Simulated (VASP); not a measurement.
# HfB2 (P6/mmm) in VASP: a series of runs

Runs on HfB2. Level: PBEsol. Tasks: single point.

All numbers are computed with VASP 6.6.1; they aren't measurements. Logs are shortened: lines on timing, memory, paths and dates and some standing lists are left out, and cuts for length are marked.

## 1. The crystal as given

The structure is hexagonal, space group P6/mmm (No. 191). Conventional cell: a = 3.140 Å, b = 3.140 Å, c = 3.480 Å, α = 90.00°, β = 90.00°, γ = 120.00°. Hf (site symmetry 6/mmm) is surrounded by 12 B at 2.51 Å. Around B (site symmetry -6m2) lie 3 B at 1.81 Å.

## 2. Single point, PBEsol

Contents of INCAR:

```
SYSTEM = HfB2
  PREC = Accurate
  ENCUT = 460
  EDIFF = 1E-7
  ISMEAR = 1
  SIGMA = 0.15
  LREAL = .FALSE.
  LASPH = .TRUE.
  NELM = 100
  ALGO = Normal
  ISIF = 2
  LWAVE = .FALSE.
  LCHARG = .FALSE.
  GGA = PS
  NBANDS = 12
  ADDGRID = .FALSE.
```

Contents of KPOINTS:

```
Automatic mesh
0
G
  6 6 5
  0 0 0
```

Contents of POSCAR:

```
HfB2
1.0
    3.1400000000      0.0000000000      0.0000000000
   -1.5700000000      2.7193197679      0.0000000000
    0.0000000000      0.0000000000      3.4800000000
Hf B
1 2
Direct
   -0.0142630000      0.0046330000     -0.0059370000
    0.6696320000      0.3380360000      0.4871880000
    0.3055440000      0.6904850000      0.5067950000
```

Potentials or basis: VASP PAW PBE potentials, release 64 (Hf, B).

The run is started by

```console
> cat potpaw_PBE.64/Hf/POTCAR potpaw_PBE.64/B/POTCAR > POTCAR
> mpirun -np 1 vasp_std > vasp.out
```

OUTCAR:

```text
SYSTEM = HfB2
   PREC = Accurate
   ENCUT = 460
   EDIFF = 1E-7
   ISMEAR = 1
   LREAL = .FALSE.
   LASPH = .TRUE.
   NELM = 100
   ISIF = 2
   GGA = PS

 Found     92 irreducible k-points:

 Following reciprocal coordinates:
            Coordinates               Weight
  0.000000  0.000000  0.000000      1.000000
  0.166667  0.000000  0.000000      2.000000
  0.000000  0.166667  0.000000      2.000000
 -0.166667  0.166667  0.000000      2.000000
  0.333333  0.000000  0.000000      2.000000
  0.000000  0.333333  0.000000      2.000000
   k-points           NKPTS =     92   k-points in BZ     NKDIM =     92   number of bands    NBANDS=     12
   number of dos      NEDOS =    301   number of ions     NIONS =      3
   total plane-waves  NPLWV =  13824
   dimension x,y,z NGX =    24 NGY =   24 NGZ =   24
   dimension x,y,z NGXF=    48 NGYF=   48 NGZF=   48
   ions per type =               1   2
   NGX,Y,Z   is equivalent  to a cutoff of  12.71, 12.71, 11.47 a.u.
   NGXF,Y,Z  is equivalent  to a cutoff of  25.41, 25.41, 22.93 a.u.
 SYSTEM =  HfB2
   PREC   = accura    normal or accurate (medium, high low for compatibility)
   ISTART =      0    job   : 0-new  1-cont  2-samecut
   ICHARG =      2    charge: 1-file 2-atom 10-const
   ISPIN  =      1    spin polarized calculation?
   LNONCOLLINEAR =      F non collinear calculations
   LSORBIT =      F    spin-orbit coupling
   LASPH  =      T    aspherical Exc in radial PAW
   ENCUT  =  460.0 eV  33.81 Ry    5.81 a.u.   5.49  5.49  6.09*2*pi/ulx,y,z
   NELM   =    100;   NELMIN=  2; NELMDL= -5     # of ELM steps
   EDIFF  = 0.1E-06   stopping-criterion for ELM
   LREAL  =      F    real-space projection
   EDIFFG = 0.1E-05   stopping-criterion for IOM
   NSW    =      0    number of steps for IOM
   IBRION =     -1    ionic relax: 0-MD 1-quasi-New 2-CG
   NFREE  =      0    steps in history (QN), initial steepest desc. (CG)
   ISIF   =      2    stress and relaxation
   ISYM   =      2    0-nonsym 1-usesym 2-fastsym
   POTIM  = 0.5000    time-step for ionic-motion
   TEBEG  =    0.0;   TEEND  =   0.0 temperature during run
   PSTRESS=    0.0 pullay stress
   NELECT =      10.0000    total number of electrons
   NUPDOWN=      -1.0000    fix difference up-down
   EMIN   =  10.00;   EMAX   =-10.00  energy-range for DOS
   EFERMI =   0.00;   METHOD = LEGACY
   ISMEAR =     1;   SIGMA  =   0.15  broadening in eV -4-tet -1-fermi 0-gaus
   EFERMI_NEDOS =   21; number of points for ismear=-14 and -15
   IALGO  =     38    algorithm
   IMIX   =      4    mixing-type and parameters
     AMIX     =   0.40;   BMIX     =  1.00
     AMIX_MAG =   1.60;   BMIX_MAG =  1.00
  volume/ion in A,a.u.               =       9.90        66.84
  Fermi-wavevector in a.u.,A,eV,Ry     =   1.138724  2.151876 17.642568  1.296692
  Thomas-Fermi vector in A             =   2.275428
   LORBIT       =      0    0 simple, 1 ext, 2 COOP (PROOUT), +10 PAW based schemes
   GGA     = PS    functional components
   LHFCALC =     F    Hartree Fock is set to
   AEXX    =    0.0000 exact exchange contribution
   IVDW    =     0    specifies the selected vdW correction
   LEPSILON=     F    determine dielectric tensor
   LRPA    =     F    only Hartree local field effects (RPA)
 non-spin polarized calculation
 Methfessel and Paxton  Order N= 1 SIGMA  =   0.15
  energy-cutoff  :      460.00
  volume of cell :       29.71
 maximum number of plane-waves:       690
 NGX is ok and might be reduce to    24
   NGX = 11   NGY = 11   NGZ = 13

 number of electron      10.0000000 magnetization

 Free energy of the ion-electron system (eV)
  ---------------------------------------------------
  ext. energy  EPLUGINS =         0.00000000
  ---------------------------------------------------
  free energy    TOTEN  =       -27.75191541 eV

  energy without entropy =      -27.75314318  energy(sigma->0) =      -27.75232467

 E-fermi :   7.3198     XC(G=0): -12.4524

 val. band max:        7.2777079372   @ k =   0.1667   0.3333   0.0000
 cond. band min:       7.3396595994   @ k =   0.0000   0.0000   0.2000
 fundamental gap:      0.0619516621
 Fermi energy:         7.3198247742

 k-point     1 :       0.0000    0.0000    0.0000
  band No.  band energies     occupation
      1      -5.9075      2.00000
      2       4.3755      2.00000
      3       4.7299      2.00000
      4       5.0446      2.00000
      5       5.5477      2.00000
      6      11.5506      0.00000
      7      11.7141      0.00000
      8      11.9332      0.00000
      9      12.1407      0.00000
     10      12.8387      0.00000
     11      13.1155      0.00000
     12      13.9607      0.00000

 k-point     2 :       0.1667    0.0000    0.0000
  band No.  band energies     occupation
      1      -5.3557      2.00000
      2       3.1833      2.00000
      3       4.6469      2.00000
      4       5.1622      2.00000
      5       5.4074      2.00000
      6      10.2300     -0.00000
      7      11.2972      0.00000
      8      11.4363      0.00000
      9      11.9767      0.00000
     10      13.5690      0.00000
     11      14.9040      0.00000
     12      15.1371      0.00000

 k-point     3 :       0.0000    0.1667    0.0000
  band No.  band energies     occupation
      1      -5.3520      2.00000
      2       3.2319      2.00000
      3       4.6195      2.00000
      4       5.1160      2.00000
      5       5.3761      2.00000
      6      10.1727     -0.00000
      7      11.3349      0.00000
      8      11.5323      0.00000
      9      12.0562      0.00000
     10      13.4897      0.00000
     11      14.8932      0.00000
     12      15.0848      0.00000

 k-point     4 :      -0.1667    0.1667    0.0000
  band No.  band energies     occupation
      1      -5.3340      2.00000
      2       3.8740      2.00000
      3       4.3686      2.00000
      4       4.4779      2.00000
      5       5.2504      2.00000
      6      10.0359     -0.00000
      7      11.5341      0.00000
      8      11.7083      0.00000
      9      12.5017      0.00000
     10      13.7445      0.00000
     11      14.6093      0.00000
     12      14.9262      0.00000

 k-point     5 :       0.3333    0.0000    0.0000
  band No.  band energies     occupation
      1      -3.8717      2.00000
      2       0.8268      2.00000
      3       4.0902      2.00000
      4       4.8431      2.00000
      5       5.4237      2.00000
      6      10.2009     -0.00000
      7      10.7364      0.00000
      8      10.8612      0.00000
      9      12.3155      0.00000
     10      13.7055      0.00000
     11      17.0543      0.00000
     12      17.8264      0.00000

 k-point     6 :       0.0000    0.3333    0.0000
  band No.  band energies     occupation
      1      -3.8529      2.00000
      2       0.8477      2.00000
      3       4.0180      2.00000
      4       4.8135      2.00000
      5       5.3674      2.00000
      6      10.3353      0.00000
      7      10.7543      0.00000
      8      10.8636      0.00000
      9      12.3535      0.00000
     10      13.7127      0.00000
     11      16.9887      0.00000
     12      17.8402      0.00000

 [... further k-points ...]

------------------------ aborting loop because EDIFF is reached ----------------------------------------

  FORCE on cell =-STRESS in cart. coord.  units (eV):
  Direction    XX          YY          ZZ          XY          YZ          ZX
  --------------------------------------------------------------------------------------
  -------------------------------------------------------------------------------------
  Total        0.0398943     -0.3034750     -0.9885171     -0.2342734      0.0227361     -0.0220134
  in kB        2.1510562    -16.3630547    -53.2998042    -12.6317731      1.2259083     -1.1869396
  external PRESSURE =     -22.5039342 kB  Pullay stress =       0.0000000 kB

 VOLUME and BASIS-vectors are now :
 -----------------------------------------------------------------------------
  energy-cutoff  :      460.00
  volume of cell :       29.71
      direct lattice vectors                 reciprocal lattice vectors
     3.140000000  0.000000000  0.000000000     0.318471338  0.183869512  0.000000000
    -1.570000000  2.719319768  0.000000000     0.000000000  0.367739025  0.000000000
     0.000000000  0.000000000  3.480000000     0.000000000  0.000000000  0.287356322

 POSITION                                       TOTAL-FORCE (eV/Angst)
 -----------------------------------------------------------------------------------
      3.08794      0.01260      3.45934        -0.161203      0.365388      0.155792
      1.57193      0.91923      1.69541        -1.383010      0.286607      0.232327
     -0.12465      1.87765      1.76365         1.544213     -0.651995     -0.388118
 -----------------------------------------------------------------------------------
    total drift:                                0.000007      0.000001     -0.000024

  FREE ENERGIE OF THE ION-ELECTRON SYSTEM (eV)
  ---------------------------------------------------
  free  energy   TOTEN  =       -27.7519154140 eV

  energy  without entropy=      -27.7531431812  energy(sigma->0) =      -27.75232467
```

It took 11 s on 1 thread of Intel Xeon Platinum 8559C (Emerald Rapids), shared host; peak memory 0.15 GiB.

These settings aren't checked as converged: the numbers below hold their error.

What came out:

| Property | Result |
| --- | --- |
| Free energy | -27.7519 eV |
| Pressure | -2.3 GPa |
| Largest force | 1.721 eV/Å |
| Band gap on the k mesh | none (metal or under the smearing width) |

Caveat: the k mesh is coarse (spacing up to 0.39 Å⁻¹), so the values aren't converged; the PAW data sets were made with another functional, which shifts forces and pressure a little.

## 3. Single point, PBEsol

Changes to INCAR since step 2:

```diff
@@ -2,3 +2,3 @@
   PREC = Accurate
-  ENCUT = 460
+  ENCUT = 340
   EDIFF = 1E-7
```

Contents of KPOINTS:

```
Automatic mesh
0
G
  7 7 6
  0 0 0
```

Contents of POSCAR:

```
HfB2
1.0
    3.1400000000      0.0000000000      0.0000000000
   -1.5700000000      2.7193197679      0.0000000000
    0.0000000000      0.0000000000      3.4800000000
Hf B
1 2
Direct
    0.0000000000      0.0000000000      0.0000000000
    0.6666666667      0.3333333333      0.5000000000
    0.3333333333      0.6666666667      0.5000000000
```

Potentials or basis: VASP PAW PBE potentials, release 64 (Hf, B).

The run is started by

```console
> cat potpaw_PBE.64/Hf/POTCAR potpaw_PBE.64/B/POTCAR > POTCAR
> mpirun -np 1 vasp_std > vasp.out
```

Wall time 6.2 s (1 thread of Intel Xeon Platinum 8559C (Emerald Rapids), shared host); peak memory 0.13 GiB.

The run converged, but some of its settings lie outside the range that counts as converged, so its numbers aren't taken as properties of the crystal.

What came out:

* Free energy: -27.9172 eV
* Band gap on the k mesh: none (metal or under the smearing width)

Caveat: the cutoff is under 1.25 times the usual one of these potentials, so pressure, stress and relaxed cells hold a basis-set (Pulay) error; the PAW data sets were made with another functional, which shifts forces and pressure a little.

## 4. Single point, PBEsol

INCAR is that of step 3.

KPOINTS is that of step 3.

Contents of POSCAR:

```
HfB2
1.0
    3.1400000000      0.0000000000      0.0000000000
   -1.5700000000      2.7193197679      0.0000000000
    0.0000000000      0.0000000000      3.4800000000
Hf B
1 2
Direct
   -0.0142630000      0.0046330000     -0.0059370000
    0.6696320000      0.3380360000      0.4871880000
    0.3055440000      0.6904850000      0.5067950000
```

Potentials or basis: VASP PAW PBE potentials, release 64 (Hf, B).

The run is started by

```console
> cat potpaw_PBE.64/Hf/POTCAR potpaw_PBE.64/B/POTCAR > POTCAR
> mpirun -np 1 vasp_std > vasp.out
```

OUTCAR:

```text
SYSTEM = HfB2
   PREC = Accurate
   ENCUT = 340
   EDIFF = 1E-7
   ISMEAR = 1
   LREAL = .FALSE.
   LASPH = .TRUE.
   NELM = 100
   ISIF = 2
   GGA = PS

 Found    148 irreducible k-points:

 Following reciprocal coordinates:
            Coordinates               Weight
  0.000000  0.000000  0.000000      1.000000
  0.142857  0.000000  0.000000      2.000000
  0.000000  0.142857  0.000000      2.000000
 -0.142857  0.142857  0.000000      2.000000
  0.285714  0.000000  0.000000      2.000000
  0.000000  0.285714  0.000000      2.000000
   k-points           NKPTS =    148   k-points in BZ     NKDIM =    148   number of bands    NBANDS=     12
   number of dos      NEDOS =    301   number of ions     NIONS =      3
   total plane-waves  NPLWV =   9600
   dimension x,y,z NGX =    20 NGY =   20 NGZ =   24
   dimension x,y,z NGXF=    40 NGYF=   40 NGZF=   48
   ions per type =               1   2
   NGX,Y,Z   is equivalent  to a cutoff of  10.59, 10.59, 11.47 a.u.
   NGXF,Y,Z  is equivalent  to a cutoff of  21.18, 21.18, 22.93 a.u.
 SYSTEM =  HfB2
   PREC   = accura    normal or accurate (medium, high low for compatibility)
   ISTART =      0    job   : 0-new  1-cont  2-samecut
   ICHARG =      2    charge: 1-file 2-atom 10-const
   ISPIN  =      1    spin polarized calculation?
   LNONCOLLINEAR =      F non collinear calculations
   LSORBIT =      F    spin-orbit coupling
   LASPH  =      T    aspherical Exc in radial PAW
   ENCUT  =  340.0 eV  24.99 Ry    5.00 a.u.   4.72  4.72  5.23*2*pi/ulx,y,z
   NELM   =    100;   NELMIN=  2; NELMDL= -5     # of ELM steps
   EDIFF  = 0.1E-06   stopping-criterion for ELM
   LREAL  =      F    real-space projection
   EDIFFG = 0.1E-05   stopping-criterion for IOM
   NSW    =      0    number of steps for IOM
   IBRION =     -1    ionic relax: 0-MD 1-quasi-New 2-CG
   NFREE  =      0    steps in history (QN), initial steepest desc. (CG)
   ISIF   =      2    stress and relaxation
   ISYM   =      2    0-nonsym 1-usesym 2-fastsym
   POTIM  = 0.5000    time-step for ionic-motion
   TEBEG  =    0.0;   TEEND  =   0.0 temperature during run
   PSTRESS=    0.0 pullay stress
   NELECT =      10.0000    total number of electrons
   NUPDOWN=      -1.0000    fix difference up-down
   EMIN   =  10.00;   EMAX   =-10.00  energy-range for DOS
   EFERMI =   0.00;   METHOD = LEGACY
   ISMEAR =     1;   SIGMA  =   0.15  broadening in eV -4-tet -1-fermi 0-gaus
   EFERMI_NEDOS =   21; number of points for ismear=-14 and -15
   IALGO  =     38    algorithm
   IMIX   =      4    mixing-type and parameters
     AMIX     =   0.40;   BMIX     =  1.00
[... 22 lines left out ...]
  ext. energy  EPLUGINS =         0.00000000
  ---------------------------------------------------
  free energy    TOTEN  =       -27.78895716 eV

  energy without entropy =      -27.78906604  energy(sigma->0) =      -27.78899346

 E-fermi :   7.5746     XC(G=0): -12.4525

 val. band max:        7.4787555040   @ k =  -0.1429  -0.4286   0.0000
 cond. band min:       7.5777599480   @ k =   0.0000   0.1429   0.3333
 fundamental gap:      0.0990044440
 Fermi energy:         7.5745678601

 k-point     1 :       0.0000    0.0000    0.0000
  band No.  band energies     occupation
      1      -5.9037      2.00000
      2       4.3761      2.00000
      3       4.7282      2.00000
      4       5.0469      2.00000
      5       5.5459      2.00000
      6      11.5582      0.00000
      7      11.7211      0.00000
      8      11.9400      0.00000
      9      12.1358      0.00000
     10      12.8352      0.00000
     11      13.1124      0.00000
     12      13.9695      0.00000
[... 61 lines left out ...]
 k-point     6 :       0.0000    0.2857    0.0000
  band No.  band energies     occupation
      1      -4.3531      2.00000
      2       1.5596      2.00000
      3       4.1656      2.00000
      4       4.9309      2.00000
      5       5.4998      2.00000
      6      10.0756     -0.00000
      7      10.8176      0.00000
      8      11.1306      0.00000
      9      11.9380      0.00000
     10      13.6891      0.00000
     11      16.2078      0.00000
     12      17.4757      0.00000

 [... further k-points ...]

------------------------ aborting loop because EDIFF is reached ----------------------------------------

  FORCE on cell =-STRESS in cart. coord.  units (eV):
  Direction    XX          YY          ZZ          XY          YZ          ZX
  --------------------------------------------------------------------------------------
  -------------------------------------------------------------------------------------
  Total       -0.1301118     -0.5658030     -0.9072648     -0.3256728      0.0777195     -0.0934191
  in kB       -7.0154916    -30.5075033    -48.9187613    -17.5599355      4.1905552     -5.0370616
  external PRESSURE =     -28.8139188 kB  Pullay stress =       0.0000000 kB

 VOLUME and BASIS-vectors are now :
 -----------------------------------------------------------------------------
  energy-cutoff  :      340.00
  volume of cell :       29.71
      direct lattice vectors                 reciprocal lattice vectors
     3.140000000  0.000000000  0.000000000     0.318471338  0.183869512  0.000000000
    -1.570000000  2.719319768  0.000000000     0.000000000  0.367739025  0.000000000
     0.000000000  0.000000000  3.480000000     0.000000000  0.000000000  0.287356322

 POSITION                                       TOTAL-FORCE (eV/Angst)
 -----------------------------------------------------------------------------------
      3.08794      0.01260      3.45934        -0.150094      0.360783      0.162359
      1.57193      0.91923      1.69541        -1.371744      0.287720      0.257647
     -0.12465      1.87765      1.76365         1.521839     -0.648503     -0.420006
 -----------------------------------------------------------------------------------
    total drift:                               -0.000003     -0.000005     -0.000023

  FREE ENERGIE OF THE ION-ELECTRON SYSTEM (eV)
  ---------------------------------------------------
  free  energy   TOTEN  =       -27.7889571637 eV

  energy  without entropy=      -27.7890660402  energy(sigma->0) =      -27.78899346
```

It took 18 s on 1 thread of Intel Xeon Platinum 8559C (Emerald Rapids), shared host; peak memory 0.15 GiB.

The run converged, but some of its settings lie outside the range that counts as converged, so its numbers aren't taken as properties of the crystal.

What came out:

```yaml
Free_energy: -27.7890 eV
Largest_force: 1.707 eV/Å
Band_gap_on_the_k_mesh: none (metal or under the smearing width)
```

Caveat: the cutoff is under 1.25 times the usual one of these potentials, so pressure, stress and relaxed cells hold a basis-set (Pulay) error; the PAW data sets were made with another functional, which shifts forces and pressure a little.
